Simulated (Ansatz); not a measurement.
# MgO (Fm-3m) in Ansatz: a series of runs

Aim: see how the results for MgO move with the level of theory and the settings. Levels: PBE, revPBE+D3(BJ). Tasks: single point, relaxation of cell and atoms.

Program: Ansatz 0.2.0. These are calculated values, not measurements. Logs are shortened: lines on timing, memory, paths and dates and some standing lists are left out, and cuts for length are marked.

## 1. The structure

It takes space group Fm-3m (No. 225, cubic). The conventional cell has a = 4.194 Å, b = 4.194 Å, c = 4.194 Å, α = 90.00°, β = 90.00°, γ = 90.00°. Mg (site symmetry m-3m) has 6 O at 2.10 Å as nearest neighbours. O (site symmetry m-3m) has 6 Mg at 2.10 Å as nearest neighbours.

The cell is a database's computed one.

## 2. Single point, PBE

The input, input.yaml:

```yaml
crystal:
  lattice:
    - [0.0, 2.0970013927, 2.0970013927]
    - [2.0970013927, 0.0, 2.0970013927]
    - [2.0970013927, 2.0970013927, 0.0]
  atoms:
    - { symbol: Mg, position_ang: [0.0, 0.0, 0.0] }
    - { symbol: O, position_ang: [2.097001393, 2.097001393, 2.097001393] }
hamiltonian:
  xc: pbe
  pseudopotentials: { kind: paw, accuracy: standard, xc_functional: pbe }
kpoints:
  mp_grid: { grid: [7, 7, 7] }
scf:
  occupations: { method: fixed }
output:
  forces: true
  stress: true
  eigenvalues: true
  write_density: true
  write_potential: true
  elf: true
  volumetric_format: npy
```

Potentials or basis: SSSP efficiency PAW.

Started as:

```
$ ansatz run input.yaml --threads 1 --pin off --max-ram 2560MiB --backend cpu --events-out ev --progress --plain --runs-dir out
```

Log:

```text
Warning: RAYON_NUM_THREADS=1 ignored (pool sized by the plan → 1); use --threads N
Engine: ansatz 0.2.0, aarch64-unknown-linux-gnu
Pseudopotentials: kind: paw
Pseudopotential: Mg, paw, valence charge 2, recommended cutoff 408.170794 eV (normal), Mg.paw.azcp
Pseudopotential: O, paw, valence charge 6, recommended cutoff 680.284656 eV (normal), O.paw.azcp
Functional definition: PBE
  parameter kappa = 0.804
  parameter beta = 0.06672455060314922
  exchange = pbe_x(kappa = kappa, mu = beta*pi^2/3)
  correlation = pbe_c(beta = beta)
Crystal: 2 atoms, lattice volume = 18.443 Å³
Basis set: ecut = 680.284656 eV, 725 PW (Γ), exchange–correlation on 80×80×80 points (8 copies of the dense FFT grid, shifted against one another)
Bands: 8, of which v1, the nominal top of the filled ones, is band 4 counted from 1 (3 counted from 0)
Symmetry: 48 space group operations
Space group: Fm-3m (ITA 225), of the structure as read, at distance tolerance 2.6e-5 Å
k-points: 20 of 343
Non-local potential: Mg, projectors of the file, l = 0: 2, l = 1: 2
Non-local potential: O, projectors of the file, l = 0: 2, l = 1: 2
PAW form: compensated (Kresse and Joubert's): semilocal exchange-correlation on the pseudo side sees the compensation charge
PAW one-centre angular grid: Mg, 110 points (default); XC on 64 Gauss nodes
PAW one-centre angular grid: O, 110 points (default); XC on 64 Gauss nodes
Initial density: superposition of atomic densities (chi_scale 0.1, normalization cell, long waves kept (reshape's long-wave potential 0.00 eV rms))
Initial wavefunctions: pseudopotential atomic-orbital guess
Functional: x = pbe(κ = 0.804, μ = 0.2195149727645171), c = pbe(β = 0.06672455060314922)
SCF iter   1: F=—  HF=-1028.448870 eV  |F-HF|=—  |Δ(HF+E_count)|=         —  Δρ=1.16e-1  dr2=2.62e0  ethr=3.10e-3  ⟨swp⟩=5.1  Hψ=1109  notcnv=0  defer=38
preconditioner: auto → none  [insulator: Δε(μ)=6.116 eV  Ē_g=19.809 eV  n_scr=0 (ndim 8)  ℏωp=24.5 eV  f_vac=0.000  ε∞_Penn≈2.5]
SCF iter   2: F=—  HF=-1027.843428 eV  |F-HF|=—  |Δ(HF+E_count)|=   6.05e-1  Δρ=8.02e-2  dr2=5.89e-1  ethr=3.10e-3  ⟨swp⟩=3.0  Hψ=499  notcnv=0  defer=36
SCF iter   3: F=—  HF=-1027.696428 eV  |F-HF|=—  |Δ(HF+E_count)|=   1.47e-1  Δρ=2.01e-2  dr2=3.64e-2  ethr=3.10e-3  ⟨swp⟩=2.3  Hψ=310  notcnv=0  defer=33
SCF iter   4: F=—  HF=-1027.700458 eV  |F-HF|=—  |Δ(HF+E_count)|=   4.03e-3  Δρ=9.60e-4  dr2=4.78e-5  ethr=4.55e-4  ⟨swp⟩=3.0  Hψ=346  notcnv=0  defer=38
SCF iter   5: F=—  HF=-1027.700564 eV  |F-HF|=—  |Δ(HF+E_count)|=   1.06e-4  Δρ=1.52e-4  dr2=1.57e-6  ethr=5.98e-7  ⟨swp⟩=3.1  Hψ=372  notcnv=0  defer=38
SCF iter   6: F=-1027.700567 eV  HF=-1027.700567 eV  |F-HF|=1.33e-8  |Δ(HF+E_count)|=   3.34e-6  Δρ=1.23e-5  dr2=1.42e-8  ethr=1.25e-9  ⟨swp⟩=16.2  Hψ=1595  notcnv=0
SCF 1 converged in 6 iterations: F = -1027.700567 eV  dr2 = 1.42e-8
SCF converged after 6 iterations
Free energy (F): -1027.700567 eV
Harris-Foulkes:  -1027.700567 eV  (|F-HF|=1.33e-8)
Internal energy: -1027.700567 eV  (E = F + TS)
E sigma→0 (E₀):  -1027.700567 eV
Fermi energy:    5.759410 eV
--- Per-component energies (eV) ---
  E_band       = 1.915679
  E_kinetic    = 245.461124
  E_local      = -447.557729  (includes V_loc(G=0)·N_el)
  E_nonlocal   = 78.038023
  E_hartree    = 138.455234
  E_xc         = -127.231674
  E_vxc        = -147.150993  (∫ρ·V_xc dr)
  E_paw        = -555.135483  (= ΣΔE_a)
  E_vpaw       = -3.783433  (= ΣTr[D̂ρ^β])
  E_aug_tail   = 0.000022  (compensation charges beyond the density's cutoff)
  E_ewald      = -359.730084
  E_smearing   = -0.000000  (= −TS)
  E_closure    = 0.000000  (closes the sum)
  Σ components = -1027.700567   (vs F -1027.700567, Δ=0.00e0)
--- Forces (eV/Å), atoms counted from 1 ---
  atom   1  Mg    -0.00000000     0.00000000     0.00000000
  atom   2  O      0.00000000    -0.00000000     0.00000000
  max |Σ_I F_I| component: 4.25e-29 eV/Å
--- Stress (GPa, compression-positive) ---
        6.539293      -0.000000      -0.000000
        0.000000       6.539293       0.000000
       -0.000000       0.000000       6.539293
  P = ⅓ Tr σ = 6.5393 GPa (65.393 kbar)
--- Band table (eV; the first three rows and the last of 20) ---
  k-point 0: bands = ["-11.5943", "5.7594", "5.7594", "5.7594", "10.6077", "21.6499", "21.6499", "21.6499"]
  k-point 1: bands = ["-11.3747", "4.5659", "5.6251", "5.6251", "11.7354", "19.6601", "22.1039", "22.1039"]
  k-point 2: bands = ["-10.8326", "2.6065", "5.3398", "5.3398", "13.2586", "18.2363", "22.5035", "22.5035"]
  k-point 19: bands = ["-9.9604", "2.5738", "2.7826", "4.2830", "16.7731", "17.8996", "18.0649", "22.0590"]
```

Run time: 0.89 s. Hardware: 1 thread of Arm Neoverse V2, shared host; peak memory 0.28 GiB.

What came out:

```yaml
Free_energy: -1027.7006 eV
Pressure: 6.5 GPa
Band_gap_on_the_k_mesh: 4.85 eV, direct
```

Caveat: odd divisions of the mesh miss points on the zone boundary, where band edges often lie, so the gap on the mesh can be too wide.

## 3. Relaxation of cell and atoms, revPBE+D3(BJ)

The input, input.yaml:

```yaml
crystal:
  lattice:
    - [0.0, 2.0970013927, 2.0970013927]
    - [2.0970013927, 0.0, 2.0970013927]
    - [2.0970013927, 2.0970013927, 0.0]
  atoms:
    - { symbol: Mg, position: [0.0, 0.0, 0.0] }
    - { symbol: O, position: [0.5, 0.5, 0.5] }
hamiltonian:
  xc: revpbe
  pseudopotentials: { kind: nc, accuracy: standard }
  dispersion: d3bj
kpoints:
  mp_grid: { grid: [11, 11, 11] }
scf:
  occupations: { method: fixed }
output:
  forces: true
  stress: true
  write_density: true
  write_potential: true
  elf: true
  volumetric_format: npy
relax:
  f_tol: 0.01
  max_steps: 40
  cell: { stress_tol: 0.05 }
```

Potentials or basis: PseudoDojo standard (PBE files).

Started as:

```
$ ansatz run input.yaml --threads 1 --pin off --max-ram 2560MiB --backend cpu --events-out ev --progress --plain --runs-dir out
```

Log:

```text
Warning: RAYON_NUM_THREADS=1 ignored (pool sized by the plan → 1); use --threads N
Engine: ansatz 0.2.0, aarch64-unknown-linux-gnu
Pseudopotentials: kind: nc
Pseudopotential: Mg, nc, valence charge 10, recommended cutoff 1142.878222 eV (normal), Mg.nc.azcp (PseudoDojo's, or run here from an input of PseudoDojo's; its table is named by hamiltonian.pseudopotentials.accuracy)
Pseudopotential: O, nc, valence charge 6, recommended cutoff 1142.878222 eV (normal), O.nc.azcp (PseudoDojo's, or run here from an input of PseudoDojo's; its table is named by hamiltonian.pseudopotentials.accuracy)
Functional definition: revPBE
  parameter kappa = 1.245
  parameter beta = 0.06672455060314922
  exchange = pbe_x(kappa = kappa, mu = beta*pi^2/3)
  correlation = pbe_c(beta = beta)
Crystal: 2 atoms, lattice volume = 18.443 Å³
Basis set: ecut = 1142.878222 eV, 1639 PW (Γ), exchange–correlation on 72×72×72 points (8 copies of the dense FFT grid, shifted against one another)
Bands: 12, of which v1, the nominal top of the filled ones, is band 8 counted from 1 (7 counted from 0)
Symmetry: 48 space group operations
Space group: Fm-3m (ITA 225), of the structure as read, at distance tolerance 2.6e-5 Å
k-points: 56 of 1331
Non-local potential: Mg, projectors of the file, l = 0: 2, l = 1: 2
Non-local potential: O, projectors of the file, l = 0: 2, l = 1: 2, l = 2: 1
Initial density: superposition of atomic densities (chi_scale 0.1, normalization cell, long waves kept (reshape's long-wave potential 0.00 eV rms))
Initial wavefunctions: pseudopotential atomic-orbital guess
Functional: x = revpbe(κ = 1.245, μ = 0.2195149727645171), c = pbe(β = 0.06672455060314922)
SCF iter   1: F=—  HF=-2072.202625 eV  |F-HF|=—  |Δ(HF+E_count)|=         —  Δρ=9.96e-2  dr2=8.23e-1  ethr=3.10e-3  ⟨swp⟩=5.1  Hψ=3538  notcnv=0  defer=105
[... 42 lines left out ...]
E sigma→0 (E₀):  -2071.907834 eV
Fermi energy:    8.321819 eV
--- Per-component energies (eV) ---
  E_band       = -290.504438
  E_kinetic    = 1236.671761
  E_local      = -1675.320320  (includes V_loc(G=0)·N_el)
  E_nonlocal   = -565.066947
  E_hartree    = 563.402207
  E_xc         = -335.220443
  E_vxc        = -413.593343  (∫ρ·V_xc dr)
  E_ewald      = -1295.212917
  E_disp       = -1.161175  (pairwise vdW)
  E_smearing   = -0.000000  (= −TS)
  E_closure    = 0.000000  (closes the sum)
  Σ components = -2071.907834   (vs F -2071.907834, Δ=0.00e0)
--- Forces (eV/Å), atoms counted from 1 ---
  atom   1  Mg    -0.00000000    -0.00000000    -0.00000000
  atom   2  O      0.00000000    -0.00000000     0.00000000
  max |Σ_I F_I| component: 2.29e-28 eV/Å
--- Stress (GPa, compression-positive) ---
       -0.000559      -0.000000      -0.000000
        0.000000      -0.000559      -0.000000
       -0.000000      -0.000000      -0.000559
  P = ⅓ Tr σ = -0.0006 GPa (-0.006 kbar)
--- Band table (eV; the first three rows and the last of 56) ---
  k-point 0: bands = ["-64.0561", "-30.8406", "-30.8406", "-30.8406", "-8.9239", "8.3218", "8.3218", "8.3218", "13.3579", "24.4915", "24.4915", "24.4915"]
  k-point 1: bands = ["-64.0554", "-30.8476", "-30.8413", "-30.8413", "-8.8323", "7.7870", "8.2663", "8.2663", "13.8739", "23.3447", "24.6923", "24.6923"]
  k-point 2: bands = ["-64.0534", "-30.8664", "-30.8432", "-30.8432", "-8.5765", "6.6325", "8.1214", "8.1214", "14.9329", "21.8537", "25.1338", "25.1338"]
  k-point 55: bands = ["-64.0442", "-30.8946", "-30.8913", "-30.8693", "-7.3046", "5.2389", "5.4512", "6.7091", "19.7775", "20.4487", "20.8894", "24.5113"]
--- Relaxed structure (3 steps of the walk, 3 accepted, 1 SCFs on fresh bases) ---
  F+E_penalty+E_count = -2071.90783409 eV   max|allowed force component| = 1.212e-28 eV/Å   (the final SCF, on the basis selected at the relaxed cell)
  cell:  # Å, volume = 18.4302 Å³
    - [2.165533113980626e-34, 2.0965249708177978, 2.0965249708177978]
    - [2.0965249708177978, 1.019074406579118e-34, 2.0965249708177978]
    - [2.0965249708177978, 2.0965249708177978, -8.916901057567283e-35]
  atoms:
    - { symbol: Mg, position: [-8.221541406956604e-38, 1.1958605689158667e-37, 1.4200844259282572e-37] }
    - { symbol: O, position: [0.49999999999999994, 0.49999999999999994, 0.49999999999999994] }
```

v_z.tsv:

```text
# z_ang	v_es[eV]	v_tot[eV]
# format = ansatz-planar-average/11
# xc	revpbe
# density_cutoff_ev	4571.512888
# datasets	Mg=:simpson_from_first_knot	O=:simpson_from_first_knot
# lattice	0.000000000	2.096524971	2.096524971
# lattice	2.096524971	0.000000000	2.096524971
# lattice	2.096524971	2.096524971	-0.000000000
# sites	2
# site	12	0.000000000	0.000000000	0.000000000
# site	8	2.096524971	2.096524971	2.096524971
0.000000	-2.867207e0	-1.444709e1
0.082359	-2.564817e0	-1.413009e1
0.164719	-1.728874e0	-1.322000e1
0.247078	-5.064270e-1	-1.183534e1
0.329437	9.272900e-1	-1.015844e1
0.411796	2.380222e0	-8.398561e0
[... 28 lines left out ...]
2.800215	-1.728874e0	-1.322000e1
2.882575	-2.564817e0	-1.413009e1
```

Run time: 9.3 s. Hardware: 1 thread of Arm Neoverse V2, shared host; peak memory 0.32 GiB.

What came out:

- Free energy: -2071.9078 eV
- Relaxed volume: 9.22 Å³/atom
- Relaxed cell: a = 2.965 Å, b = 2.965 Å, c = 2.965 Å, α = 60.00°, β = 60.00°, γ = 60.00°
- Space group after relaxing (to 0.05 Å): Fm-3m (No. 225)
- Energy gained by relaxing: 0.0 meV/atom
- Ionic steps: 4
- Pressure after relaxing: 0.0 GPa
- Band gap on the k mesh: 5.04 eV, direct

Final structure:
```
Mg O
1.0
     0.00000    2.09652    2.09652
     2.09652    0.00000    2.09652
     2.09652    2.09652    0.00000
Mg O
1 1
Direct
  0.00000 0.00000 0.00000
  0.50000 0.50000 0.50000
```

Caveat: the potentials were made for another functional, which shifts forces and pressure; odd divisions of the mesh miss points on the zone boundary, where band edges often lie, so the gap on the mesh can be too wide; the plane-wave basis is chosen anew once the cell has moved, so the energies of steps on either side of that aren't comparable.
